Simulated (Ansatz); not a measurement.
Born–Oppenheimer molecular dynamics of a periodic cell of 16 atoms, Li (start crystal Li, start structure bcc, volume 1.1 times the crystal's). It goes on from the last frame of an earlier run, with new velocities.

The calculation used DFT PBE, scalar-relativistic, plane waves, PAW in Ansatz 0.2.0. Settings: accuracy low, cutoff 420 eV, k mesh 2x2x2, fermi-dirac smearing 0.11 eV, no spin polarisation.

```yaml
ensemble: NVT, Langevin thermostat
time_step: 1 fs
steps_asked: 80
set_temperature: 780 K
friction: 0.02 /fs
seed: 51355
```

First frame:

```xyz
16
Lattice="7.2053 0.0000 0.0000 0.0000 7.2053 0.0000 0.0000 0.0000 7.2053" Properties=species:S:1:pos:R:3
Li -0.084 -0.395 -0.191
Li 3.504 0.626 0.238
Li 0.345 3.471 0.019
Li -0.187 0.492 3.579
Li 1.413 1.512 2.069
Li 3.804 3.483 0.620
Li 3.812 0.059 3.088
Li 5.400 1.654 1.808
Li 0.062 3.720 3.529
Li 2.161 4.911 1.315
Li 2.010 1.460 5.747
Li 3.452 3.742 3.717
Li 4.931 5.408 1.624
Li 5.502 1.906 5.368
Li 1.837 5.410 5.016
Li 5.151 5.229 5.537
```

(1) What does the run give?

(2) What happens to the structure?

(3) How do temperature and energy run in time?

Results:

(1) The run went to its last step.

```json
{
 "steps done": "80",
 "time covered": "80 fs",
 "mean temperature over the second half": "835 K",
 "spread of the potential energy over the second half": "8.1 meV per atom",
 "mean potential energy of the second half above the start": "-35.2 meV per atom"
}
```

A run of 0.08 ps of so small a system gives no equilibrium averages. Limits of this set-up: coarse k mesh, low accuracy level.

(2) Mean squared displacements from the first frame to the last, about the centre of mass: Li 0.65 Å². The details hang on the random start.

(3) 
```csv
time (fs),T (K),potential energy less start (eV)
0.0,731,0.000
4.0,947,-0.095
8.0,946,-0.228
12.0,1049,-0.352
16.0,862,-0.396
20.0,947,-0.443
24.0,910,-0.520
28.0,865,-0.652
32.0,753,-0.724
36.0,741,-0.750
40.0,795,-0.756
44.0,783,-0.744
48.0,807,-0.675
52.0,801,-0.563
56.0,923,-0.444
60.0,812,-0.373
64.0,742,-0.377
68.0,742,-0.495
72.0,858,-0.601
76.0,970,-0.646
80.0,863,-0.616
```

Time of the run: 12 min on 1 thread of AMD EPYC 7571, on a shared host, peak memory 0.63 GiB.
